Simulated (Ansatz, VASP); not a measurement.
## One calculation of MgS, two programs

File INCAR:

```
SYSTEM = MgS
ALGO     = Normal         ! electronic algorithm
EDIFF    = 1E-6           ! SCF threshold, eV
ENCUT    = 520            ! plane-wave cutoff, eV
GGA      = PE             ! functional
ISIF     = 2              ! what is computed and relaxed
ISMEAR   = -1             ! smearing method
LASPH    = .TRUE.         ! aspherical terms in the spheres
LCHARG   = .FALSE.        ! write CHGCAR
LREAL    = .FALSE.        ! projectors in reciprocal space
LWAVE    = .FALSE.        ! write WAVECAR
NBANDS   = 11             ! bands
NELM     = 100            ! most SCF steps
PREC     = Accurate       ! precision mode
SIGMA    = 0.05           ! smearing width, eV
```

KPOINTS

```
k-points
0
G
  9 9 8
  0 0 0
```

The input POSCAR:

```
MgS
1.0
    3.6109100000      0.0000000000      0.0000000000
   -1.8054500000      3.1271400000      0.0000000000
    0.0000000000      0.0000000000      3.3052600000
Mg S
1 1
Direct
    0.0000000000      0.0000000000      0.5000000000
    0.6666700000      0.3333300000      0.0000000000
```

The input input.yaml:

```yaml
crystal:
  lattice:
    - [3.61091, 0.0, 0.0]
    - [-1.80545, 3.12714, 0.0]
    - [0.0, 0.0, 3.30526]
  atoms:
    - { symbol: Mg, position: [0.0, 0.0, 0.5] }
    - { symbol: S, position: [0.66667, 0.33333, 0.0] }
hamiltonian:
  xc: pbe
  pseudopotentials: { kind: paw }
kpoints:
  mp_grid: { grid: [9, 9, 8] }
scf:
  occupations: { method: fermi_dirac, width: 0.05 }
output:
  forces: true
  stress: true
  eigenvalues: true
  write_density: true
  write_potential: true
  elf: true
  volumetric_format: npy
```

The cell was built by a generator and needn't be a form met in nature.

Alike in both runs: task single point; functional PBE; k mesh 9 × 9 × 8; occupations fermi-dirac, width 0.05 eV; no spin polarisation.

|  | VASP | Ansatz |
| --- | --- | --- |
| version | VASP 6.6.1 | Ansatz 0.2.0 |
| potentials or method | VASP PAW PBE potentials, release 64 (Mg, S) | Ansatz PAW |
| plane-wave cutoff (eV) | 520 | 420 |
| valence electrons in the cell | 8 | 16 |

```tsv
	VASP	Ansatz	Ansatz less VASP
gap on the k mesh at the Fermi level (eV)	1.27	1.28	+0.015
least direct gap on the mesh (eV)	2.22	2.23	+0.014
pressure (GPa)	-0.3	0.0	+0.28
```

The two sets of potentials don't hold the same shells in valence.

Caveats: an odd mesh through Γ misses points on the zone boundary, where band edges often lie (VASP); odd divisions of the mesh miss points on the zone boundary, where band edges often lie, so the gap on the mesh can be too wide (Ansatz). PBE gaps usually lie below the measured ones, often by a third to a half.
